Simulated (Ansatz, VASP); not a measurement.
**BP: VASP beside Ansatz**

One calculation is typed for both programs; each brings its own data sets and cutoff. How far apart do they land?

Program: Ansatz 0.2.0. Level of theory: plane waves, with VASP 6.6.1 beside it; single point at PBE, dielectric response at PBE and single point at LDA. Results are calculated unless marked as measured.

### 1. The starting structure

Symmetry: F-43m, No. 216, cubic system. The conventional cell has a = 4.538 Å, b = 4.538 Å, c = 4.538 Å, α = 90.00°, β = 90.00°, γ = 90.00°. Nearest to P lie 4 B at 1.97 Å. Nearest to B lie 4 P at 1.97 Å. Farther neighbours are not listed.

Coordinates:

```xyz
2
Lattice="0.0000 2.2690 2.2690 2.2690 0.0000 2.2690 2.2690 2.2690 0.0000" Properties=species:S:1:pos:R:3 pbc="T T T"
P     3.4035    3.4035    3.4035
B     0.0000    0.0000    0.0000
```

### 2. VASP: single point, PBE

A single point gives forces, pressure and levels at one fixed geometry, so differences don't come from the geometry; what else differs is listed under the comparison.

Lines of VASP's logs that name or quote its potential files are left out, and so is its time.

Contents of INCAR:

```
SYSTEM = BP
PREC = Accurate
ENCUT = 420
EDIFF = 1E-07
NELM = 100
ISMEAR = 0
SIGMA = 0.05
LREAL = .FALSE.
ALGO = Normal
GGA = PE
NBANDS = 16
LWAVE = .FALSE.
LCHARG = .FALSE.
KPAR = 4
LOPTICS = .TRUE.
NEDOS = 2000
CSHIFT = 0.15
```

Contents of POSCAR:

```
BP
1.0
    0.0000000000      2.2690000000      2.2690000000
    2.2690000000      0.0000000000      2.2690000000
    2.2690000000      2.2690000000      0.0000000000
P B
1 1
Direct
    0.7500000000      0.7500000000      0.7500000000
    0.0000000000      0.0000000000      0.0000000000
```

Contents of KPOINTS:

```
Automatic mesh
0
Gamma
13 13 13
0 0 0
```

The projector-augmented-wave data sets are P and B (PBE family, release 64).

The run is started by

```
$ mpirun -np 4 vasp_std
```

Numbers of over 12 decimals in the logs are rounded to 6 here.

Output:

```text
[banner, memory and clock lines left out]
running    4 mpi-ranks, on    1 nodes
 distrk:  each k-point on    1 cores,    4 groups
 distr:  one band on    1 cores,    1 groups

 POSCAR found type information on POSCAR P B
 POSCAR found :  2 types and       2 ions
 LDA part: xc-table for (Slater+PW92), standard interpolation
 POSCAR, INCAR and KPOINTS ok, starting setup
 FFT: planning ... GRIDC
 FFT: planning ... GRID_SOFT
 FFT: planning ... GRID
 WAVECAR not read
 entering main loop
       N       E                     dE             d eps       ncg     rms          rms(c)
DAV:   1     0.638488439010E+01    0.63849E+01   -0.32023E+03  2696   0.378E+02
DAV:   2    -0.132315503865E+02   -0.19616E+02   -0.18919E+02  3696   0.848E+01
DAV:   3    -0.136367602901E+02   -0.40521E+00   -0.40484E+00  3216   0.983E+00
DAV:   4    -0.136375970729E+02   -0.83678E-03   -0.83677E-03  3520   0.553E-01
DAV:   5    -0.136375994877E+02   -0.24148E-05   -0.24148E-05  3264   0.284E-02    0.721E+00
DAV:   6    -0.130290764836E+02    0.60852E+00   -0.12094E+00  3480   0.348E+00    0.377E+00
DAV:   7    -0.129373138436E+02    0.91763E-01   -0.19594E-01  3456   0.163E+00    0.139E+00
DAV:   8    -0.129298118647E+02    0.75020E-02   -0.20301E-02  3496   0.634E-01    0.186E-01
DAV:   9    -0.129302283631E+02   -0.41650E-03   -0.77030E-04  3032   0.136E-01    0.909E-02
DAV:  10    -0.129303070746E+02   -0.78711E-04   -0.12811E-04  3400   0.546E-02    0.265E-02
DAV:  11    -0.129303067519E+02    0.32266E-06   -0.22933E-06  3112   0.736E-03    0.983E-03
DAV:  12    -0.129303094123E+02   -0.26604E-05   -0.26793E-06  3112   0.798E-03    0.370E-03
DAV:  13    -0.129303093173E+02    0.95012E-07   -0.25403E-08  3032   0.806E-04
   1 F= -.12930309E+02 E0= -.12930309E+02  d E =-.724476E-11
 optical routines
 imaginary and real dielectric function
 recalculating local potential from charge density
 direction            1
 direction            2
 direction            3
```

OUTCAR, selected parts (step 2):

```text
ion  position               nearest neighbor table
   1  0.750  0.750  0.750-   2 1.97   2 1.97   2 1.97   2 1.97
   2  0.000  0.000  0.000-   1 1.97   1 1.97   1 1.97   1 1.97

  LATTYP: Found a face centered cubic cell.
 ALAT       =     4.5380000000

 Subroutine GETGRP returns: Found 24 space group operations
 (whereof 24 operations were pure point group operations)

The static configuration has the point symmetry T_d .

 Found     84 irreducible k-points:

   k-points           NKPTS =     84   k-points in BZ     NKDIM =     84   number of bands    NBANDS=     16

   dimension x,y,z NGX =    24 NGY =   24 NGZ =   24
   dimension x,y,z NGXF=    48 NGYF=   48 NGZF=   48

   ENCUT  =  420.0 eV  30.87 Ry    5.56 a.u.   5.36  5.36  5.36*2*pi/ulx,y,z

   NELECT =       8.0000    total number of electrons

 k-points in reciprocal lattice and weights: Automatic mesh
   0.00000000  0.00000000  0.00000000       0.000
   0.07692308  0.00000000  0.00000000       0.004
   0.15384615  0.00000000  0.00000000       0.004
   0.23076923  0.00000000  0.00000000       0.004
   0.30769231  0.00000000  0.00000000       0.004
   0.38461538  0.00000000  0.00000000       0.004
   0.46153846  0.00000000  0.00000000       0.004
   0.07692308  0.07692308  0.00000000       0.003
   0.15384615  0.07692308  0.00000000       0.011
[...]
-0.30769231  0.46153846  0.15384615       0.011
  -0.30769231  0.46153846  0.23076923       0.011

 average (electrostatic) potential at core
       1 -81.2789       2 -24.7917

 E-fermi :   7.6298

 k-point     1 :       0.0000    0.0000    0.0000
  band No.  band energies     occupation
      1      -8.0275      2.00000
      2       7.4330      2.00000
      3       7.4330      2.00000
      4       7.4330      2.00000
      5      10.8336      0.00000
      6      10.8336      0.00000
      7      10.8336      0.00000
      8      14.8074      0.00000
      9      18.9459      0.00000
    ...

 k-point     2 :       0.0769    0.0000    0.0000
  band No.  band energies     occupation
      1      -7.9208      2.00000
      2       6.5954      2.00000
      3       7.2480      2.00000
      4       7.2480      2.00000
      5      11.0894      0.00000
      6      11.0894      0.00000
      7      11.1517      0.00000
      8      15.1219      0.00000
      9      19.0979      0.00000
    ...

 k-point     3 :       0.1538    0.0000    0.0000
  band No.  band energies     occupation
      1      -7.6028      2.00000
      2       4.9034      2.00000
      3       6.8415      2.00000
      4       6.8415      2.00000
      5      11.4371      0.00000
      6      11.6445      0.00000
      7      11.6445      0.00000
      8      15.9366      0.00000
      9      18.4451      0.00000
    ...

  Total        0.1366773      0.1366773      0.1366773     -0.0000000      0.0000000     -0.0000000
  in kB        9.3728865      9.3728865      9.3728865     -0.0000000      0.0000000     -0.0000000
  external PRESSURE =       9.3728865 kB  Pullay stress =       0.0000000 kB

  energy-cutoff  :      420.00
  volume of cell :       23.36
      direct lattice vectors                 reciprocal lattice vectors
     0.000000000  2.269000000  2.269000000    -0.220361393  0.220361393  0.220361393
     2.269000000  0.000000000  2.269000000     0.220361393 -0.220361393  0.220361393
     2.269000000  2.269000000  0.000000000     0.220361393  0.220361393 -0.220361393

 POSITION                                       TOTAL-FORCE (eV/Angst)
 -----------------------------------------------------------------------------------
      3.40350      3.40350      3.40350        -0.000000     -0.000000     -0.000000
      0.00000      0.00000      0.00000         0.000000      0.000000      0.000000
 -----------------------------------------------------------------------------------
    total drift:                               -0.000000     -0.000000     -0.000000

  FREE ENERGIE OF THE ION-ELECTRON SYSTEM (eV)
  ---------------------------------------------------
  free  energy   TOTEN  =       -12.9303093173 eV

  energy  without entropy=      -12.9303093173  energy(sigma->0) =      -12.93030932

 plasma frequency squared (from intraband transitions) (eV^2)
  --------------------------------------------------------------------------------------
       0.000       0.000      -0.000
       0.000       0.000       0.000
      -0.000       0.000       0.000

[... 3 further parts left out ...]
```

### 3. Ansatz: single point, PBE

Ansatz runs on its default PAW (the set named soft_2) files.

The same cell, functional, mesh and smearing now go to Ansatz, which takes its cutoff from its data sets.

Contents of input.yaml:

```yaml
crystal:
  lattice:
    - [0.0, 2.269, 2.269]
    - [2.269, 0.0, 2.269]
    - [2.269, 2.269, 0.0]
  atoms:
    - { symbol: P, position: [0.75, 0.75, 0.75] }
    - { symbol: B, position: [0.0, 0.0, 0.0] }
hamiltonian:
  xc: pbe
  pseudopotentials: { kind: paw }
kpoints:
  mp_grid: { grid: [13, 13, 13] }
scf:
  occupations: { method: gaussian, width: 0.05 }
  n_extra_bands: 4
output:
  forces: true
  stress: true
  eigenvalues: true
```

The run is started by

```
$ ansatz run input.yaml --threads 2 --pin off --max-ram 4608MiB --backend cpu --events-out ev --progress --plain --runs-dir out
```

Output:

```text
scf.n_extra_bands = 4 over 4 filled bands (N_el = 8.0): the run solves 8 bands
Engine: ansatz 0.2.0, aarch64-unknown-linux-gnu
Pseudopotentials: kind: paw
Pseudopotential: P, paw, valence charge 5, recommended cutoff 420 eV (normal), P.paw.azcp
Pseudopotential: B, paw, valence charge 3, recommended cutoff 420 eV (normal), B.paw.azcp
Functional definition: PBE
  parameter kappa = 0.804
  parameter beta = 0.066725
  exchange = pbe_x(kappa = kappa, mu = beta*pi^2/3)
  correlation = pbe_c(beta = beta)
Crystal: 2 atoms, lattice volume = 23.363 Å³
Basis set: ecut = 420 eV, 459 PW (Γ), exchange–correlation on 48×48×48 points (8 copies of the dense FFT grid, shifted against one another)
Bands: 8, of which v1, the nominal top of the filled ones, is band 4 counted from 1 (3 counted from 0)
Symmetry: 24 space group operations
Space group: F-43m (ITA 216), of the structure as read, at distance tolerance 2.9e-5 Å
k-points: 84 of 2197 (time reversal used)
Non-local potential: P, projectors of the file, l = 0: 2, l = 1: 2, l = 2: 2
Non-local potential: B, projectors of the file, l = 0: 2, l = 1: 2, l = 2: 1
PAW form: soft (Blöchl's): semilocal exchange-correlation on the pseudo side does not see the compensation charge
PAW one-centre angular grid: P, 110 points (default); XC on 64 Gauss nodes
PAW one-centre angular grid: B, 110 points (default); XC on 64 Gauss nodes
Initial density: superposition of atomic densities (neutral atoms: chi_scale 0, normalization atom), corrected by the library's trained network
Initial wavefunctions: pseudopotential atomic-orbital guess
Functional: x = pbe(κ = 0.804, μ = 0.219515), c = pbe(β = 0.066725)
SCF iter   1: F=—  HF=-912.446616 eV  |F-HF|=—  |Δ(HF+E_count)|=         —  Δρ=1.59e-3  dr2=5.26e-4  ethr=1.77e-3  ⟨swp⟩=6.0  Hψ=6239  notcnv=0
preconditioner: auto → none  [insulator: Δε(μ)=1.254 eV  Ē_g=12.799 eV  σ=0.050 eV  W_gap=1.00  n_scr=0 (ndim 8)  ℏωp=21.7 eV  f_vac=0.000  D(μ)=0.00/eV (n_scr^D=0)  ε∞_Penn≈3.9]
SCF iter   2: F=—  HF=-912.446756 eV  |F-HF|=—  |Δ(HF+E_count)|=   1.40e-4  Δρ=8.85e-4  dr2=1.81e-4  ethr=6.58e-6  ⟨swp⟩=2.3  Hψ=1684  notcnv=0
SCF iter   3: F=—  HF=-912.446720 eV  |F-HF|=—  |Δ(HF+E_count)|=   3.59e-5  Δρ=4.13e-4  dr2=1.90e-5  ethr=2.26e-6  ⟨swp⟩=2.1  Hψ=954  notcnv=0
SCF iter   4: F=—  HF=-912.446743 eV  |F-HF|=—  |Δ(HF+E_count)|=   2.31e-5  Δρ=1.34e-4  dr2=5.24e-6  ethr=2.38e-7  ⟨swp⟩=2.0  Hψ=1008  notcnv=0
SCF iter   5: F=—  HF=-912.446742 eV  |F-HF|=—  |Δ(HF+E_count)|=   1.31e-6  Δρ=3.85e-5  dr2=4.35e-7  ethr=6.55e-8  ⟨swp⟩=2.0  Hψ=939  notcnv=0
SCF iter   6: F=-912.446742 eV  HF=-912.446742 eV  |F-HF|=2.79e-8  |Δ(HF+E_count)|=   1.11e-7  Δρ=1.14e-5  dr2=3.87e-8  ethr=1.25e-9  ⟨swp⟩=5.3  Hψ=3424  notcnv=0
SCF 1 converged in 6 iterations: F = -912.446742 eV  dr2 = 3.87e-8
  greatest PAW one-centre occupation: 0.774 electrons in one spin orbital (limit 2), on the P atom at site 0 (counted from 0), in its partial waves of l = 0
SCF converged after 6 iterations
Free energy (F): -912.446742 eV
Harris-Foulkes:  -912.446742 eV  (|F-HF|=2.79e-8)
Internal energy: -912.446742 eV  (E = F + TS)
E sigma→0 (E₀):  -912.446742 eV
Fermi energy:    9.892782 eV
--- Per-component energies (eV) ---
  E_band       = 22.180043
  E_kinetic    = 121.693714
  E_local      = -67.905268  (includes V_loc(G=0)·N_el)
  E_nonlocal   = 45.027013
  E_hartree    = 17.051322
  E_xc         = -94.858801
  E_vxc        = -100.530899  (∫ρ·V_xc dr)
  E_paw        = -647.963205  (= ΣΔE_a)
  E_vpaw       = -10.207445  (= ΣTr[D̂ρ^β])
  E_aug_tail   = 0.000001  (compensation charges beyond the density's cutoff)
  E_ewald      = -285.491518
  E_smearing   = -0.000000  (= −TS)
  E_closure    = -0.000000  (closes the sum)
  Σ components = -912.446742   (vs F -912.446742, Δ=0.00e0)
--- Forces (eV/Å), atoms counted from 1 ---
  atom   1  P      0.00000000     0.00000000    -0.00000000
  atom   2  B     -0.00000000     0.00000000     0.00000000
  max |Σ_I F_I| component: 3.15e-16 eV/Å
--- Stress (GPa, compression-positive) ---
        1.129290       0.000000      -0.000000
       -0.000000       1.129290       0.000000
       -0.000000       0.000000       1.129290
  P = ⅓ Tr σ = 1.1293 GPa (11.293 kbar)
--- Band table (eV; the first three rows and the last of 84) ---
  k-point 0: bands = ["-6.1926", "9.2642", "9.2642", "9.2642", "12.6682", "12.6682", "12.6682", "16.6358"]
  k-point 1: bands = ["-6.0859", "8.4282", "9.0797", "9.0797", "12.9230", "12.9230", "12.9837", "16.9506"]
  k-point 2: bands = ["-5.7681", "6.7374", "8.6738", "8.6738", "13.2660", "13.4760", "13.4760", "17.7653"]
  k-point 83: bands = ["-1.1975", "1.2735", "3.4465", "4.1393", "14.3956", "15.5897", "16.3419", "17.6385"]
```

Wall time 0.87 s (2 threads of Arm Neoverse V2, shared host); peak memory 0.28 GiB.

The run ends at a pressure of 1.13 GPa.

### 4. Side by side

Known differences besides the potentials themselves: VASP leaves aspherical gradient terms in its spheres out (LASPH is not set), Ansatz keeps them. Total energies have different zeros and are not compared.

The two programs side by side:

```csv
quantity,Ansatz,VASP,difference
pressure (GPa),1.13,0.94,+0.19
pressure without Ansatz's Pulay correction (GPa),1.00,0.94,+0.06
gap on the k mesh (eV),1.259,1.254,+0.004
```

A gap on the mesh is an upper bound, since the band edges may lie between its points. Ansatz's pressure holds a Pulay correction of 0.13 GPa; VASP's holds none.

### 5. Ansatz: dielectric response, PBE

The response to a field tests empty states and converges slowly with the mesh.

input.yaml, the sections that differ from step 3:

```yaml
scf:
  occupations: { method: fixed }
dielectric:
  method: response
# crystal, hamiltonian, kpoints: as in step 3
# output: removed
```

Output:

```text
[...]
Crystal: 2 atoms, lattice volume = 23.363 Å³
Basis set: ecut = 420 eV, 459 PW (Γ), exchange–correlation on 48×48×48 points (8 copies of the dense FFT grid, shifted against one another)
Bands: 8, of which v1, the nominal top of the filled ones, is band 4 counted from 1 (3 counted from 0)
Symmetry: 24 space group operations
k-points: 343 of 2197 (irreducible under 4 space group operations, time reversal used)
[...]
site 0:
         0.51419   -0.00000    0.00000
         0.00000    0.51419    0.00000
        -0.00000    0.00000    0.51419
    site 1:
        -0.51419    0.00000   -0.00000
        -0.00000   -0.51419   -0.00000
         0.00000   -0.00000   -0.51419
  Z* charge neutrality: 6.415e-5 e pre-enforcement
  solved inside a basis spanned on kpoints, on 14×14×14 k-points, its susceptibility summed on 18×18×18: ε∞ is read to err by 2.6e-2, Z* by 5.4e-3 e (field_mesh: kpoints solves on kpoints); Z* is corrected for what the basis lacks
[key lines of the parts left out:]
SCF converged after 8 iterations
Free energy (F): -912.446742 eV
Fermi energy:    9.264144 eV
```

Elapsed: 19 s, on 2 threads; peak memory 0.57 GiB; 37 s of CPU time.

### 6. VASP: dielectric response, PBE

The same cell, functional and mesh now go to VASP, with its own data sets and cutoff.

Contents of INCAR:

```
SYSTEM = BP
PREC = Accurate
ENCUT = 420
EDIFF = 1E-08
NELM = 100
ISMEAR = 0
SIGMA = 0.01
LREAL = .FALSE.
ALGO = Normal
GGA = PE
NBANDS = 10
LWAVE = .FALSE.
LCHARG = .FALSE.
KPAR = 4
LEPSILON = .TRUE.
```

POSCAR is that of step 2.

KPOINTS is that of step 2.

The run is started by

```
$ mpirun -np 4 vasp_std
```

Output:

```text
[... set-up lines as in an earlier step ...]
 entering main loop
       N       E                     dE             d eps       ncg     rms          rms(c)
DAV:   1     0.543024988174E+01    0.54302E+01   -0.36506E+03  1696   0.614E+02
DAV:   2    -0.132073920139E+02   -0.18638E+02   -0.17940E+02  2448   0.981E+01
DAV:   3    -0.136358242013E+02   -0.42843E+00   -0.42774E+00  2026   0.138E+01
DAV:   4    -0.136375925812E+02   -0.17684E-02   -0.17682E-02  2134   0.104E+00
[...]
DAV:  14    -0.129303093386E+02   -0.71685E-07   -0.31694E-08  1868   0.106E-03    0.200E-04
DAV:  15    -0.129303093162E+02    0.22350E-07   -0.22356E-09   958   0.318E-04    0.643E-04
DAV:  16    -0.129303093184E+02   -0.21606E-08   -0.55183E-10   894   0.127E-04
   1 F= -.12930309E+02 E0= -.12930309E+02  d E =-.107852E-53
 Linear response reoptimize wavefunctions to high precision
DAV:   1    -0.129303093178E+02    0.56343E-09   -0.40387E-11  1046   0.404E-05
DAV:   2    -0.129303093178E+02    0.70486E-11   -0.23166E-12   896   0.109E-05
 Linear response G [H, r] |phi>, progress :
  Direction:   1
[...]
RMM:  10    -0.565150693516E+00   -0.22592E-06   -0.42343E-11 10135   0.615E-05    0.414E-05
RMM:  11    -0.565150810007E+00   -0.11649E-06   -0.70791E-09  8194   0.579E-05    0.203E-06
 change of polarisation eV/A/(eV/A) component  2 :     0.199     1.055     0.174
 dielectric tensor                  component  2 :     1.538     9.172     1.348
 Linear response to external field, progress :
  Direction:   3
       N       E                     dE             d eps       ncg     rms          rms(c)
RMM:   1    -0.531691131859E+00   -0.53169E+00   -0.23786E+00 15613   0.296E+00
RMM:   2    -0.551561017711E+00   -0.19870E-01   -0.52982E-03 11130   0.440E-01    0.123E+00
RMM:   3    -0.539371595572E+00    0.12189E-01   -0.65179E-03 11424   0.470E-01    0.696E-01
RMM:   4    -0.558342943019E+00   -0.18971E-01   -0.68331E-03 11338   0.498E-01    0.120E-01
[...]
RMM:   9    -0.565150461694E+00   -0.30225E-05   -0.50130E-09 11936   0.469E-04    0.106E-04
RMM:  10    -0.565150688141E+00   -0.22645E-06   -0.57494E-09 10162   0.617E-05    0.414E-05
RMM:  11    -0.565150804767E+00   -0.11663E-06   -0.63514E-09  8163   0.581E-05    0.204E-06
 change of polarisation eV/A/(eV/A) component  3 :     0.166     0.261     1.055
 dielectric tensor                  component  3 :     1.285     2.023     9.172
 Born effective charges drift removed
```

From OUTCAR (step 6):

```text
  Total        0.1368057      0.1368057      0.1368057     -0.0000000     -0.0000000      0.0000000
  in kB        9.3816963      9.3816963      9.3816963     -0.0000000     -0.0000000      0.0000000
  external PRESSURE =       9.3816963 kB  Pullay stress =       0.0000000 kB

 MACROSCOPIC STATIC DIELECTRIC TENSOR (including local field effects in DFT)
 ------------------------------------------------------
           9.171682     0.000000     0.000000
           0.000000     9.171682     0.000000
          -0.000000    -0.000000     9.171682
 ------------------------------------------------------

[... 2 parts as in an earlier step ...]

[... 1 further part left out ...]
```

### 7. Side by side

What differs besides the data sets and the points named for the pairs above, as far as they apply: VASP's response is taken on the typed mesh, Ansatz refines its own for the field response alone. Total energies have different zeros and are not compared.

The two programs side by side:

```csv
quantity,Ansatz,VASP,difference
ε∞ xx,9.15,9.17,-0.19 %
ε∞ yy,9.15,9.17,-0.19 %
ε∞ zz,9.15,9.17,-0.19 %
Born charge of P1 (mean of the diagonal) (e),0.51,0.50,+0.01
Born charge of B2 (mean of the diagonal) (e),-0.51,-0.50,-0.01
```

[end of part 1 of 2]

[Lines on the potential files, build, host, timing and source positions are cut from VASP's logs without a mark.]

[Logs are printed without paths, hosts, clocks, repeated set-up lines and the standing remarks that a program may print on its own settings, such as how far it seeks lower states.]

[Hosts, paths, dates, database ids (printed as entryN), source tags and the programs' standing remarks are cut or masked in the printed files.]
